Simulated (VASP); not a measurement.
Crystal: W.

```
CELL_PARAMETERS angstrom
-1.58234 1.58234 1.58234
1.58234 -1.58234 1.58234
1.58234 1.58234 -1.58234
ATOMIC_POSITIONS crystal
W 0.00000 0.00000 0.00000
```

Base run:

- Program: VASP 6.6.1
- Functional: PBEsol
- Potentials or basis: VASP PAW PBE potentials, release 64 (W_sv)
- Cutoff: 520 eV
- k mesh: 12 × 12 × 12
- Occupations: fermi-dirac, width 0.05 eV
- Spin: no spin polarisation

Its results: pressure -2.4 GPa.

Task: The run is repeated on the same cell with these changes: functional from PBEsol to PBE; occupations from fermi-dirac, width 0.05 eV to gaussian, width 0.011 eV. What comes out?

Result: Pressure 6.7 GPa.

Caveats: the PAW data sets were made with another functional, which shifts forces and pressure a little (some runs).
